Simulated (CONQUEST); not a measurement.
# GaP under changes of volume

One of the cells (20.240 Å³/atom); the others are scaled copies at fixed shape and fractional positions:

```
Ga P
1.0
     3.85409    0.00000    0.00000
     0.00000    3.85409    0.00000
     0.00000    0.00000    5.45050
Ga P
2 2
Direct
  0.00000 0.00000 0.00000
  0.50000 0.50000 0.50000
  0.00000 0.50000 0.25000
  0.50000 0.00000 0.75000
```

* Program: CONQUEST 1.3
* Functional: PBEsol
* Potentials or basis: PseudoDojo NC PBEsol, DZP, grid of 36 × 36 × 60 points
* k mesh: 7 × 7 × 5
* Occupations: fermi-dirac, width 0.05 eV
* Spin: no spin polarisation

```tsv
volume (Å³/atom)	energy over the lowest point (meV/atom)	pressure (GPa)	gap on the mesh (eV)
19.026	?	?	?
19.431	11.58	4.2	1.35
19.836	3.47	2.2	1.39
20.240	0.00	0.4	1.42
20.645	1.14	-1.3	1.46
21.050	6.52	-2.8	1.49
21.455	15.17	-4.1	1.32
```

**Question.** What does the run at 19.026 Å³/atom give?

**Answer.** Energy over the lowest point 24.96 meV/atom; pressure 6.5 GPa; gap on the mesh 1.31 eV.

Worked out: A Birch-Murnaghan fit of order 3 (a polynomial in V^(-2/3)) to the other rows has its minimum at 20.33 Å³/atom with B0 = V·E''(V) = 86 GPa and B' = 4.1. It gives 25.34 meV/atom at 19.026 Å³/atom, against the run's 24.96, and -dE/dV = 6.6 GPa, against 6.5. The gap follows no smooth curve through the other rows.

Energies are extrapolated to zero smearing.

Caveats: an odd mesh through Γ misses points on the zone boundary, where band edges often lie; the basis of atomic orbitals isn't converged, which shifts pressures, moduli and gaps; the real-space grid breaks the cell's symmetry a little (some runs). Spin-orbit coupling on Ga is left out.
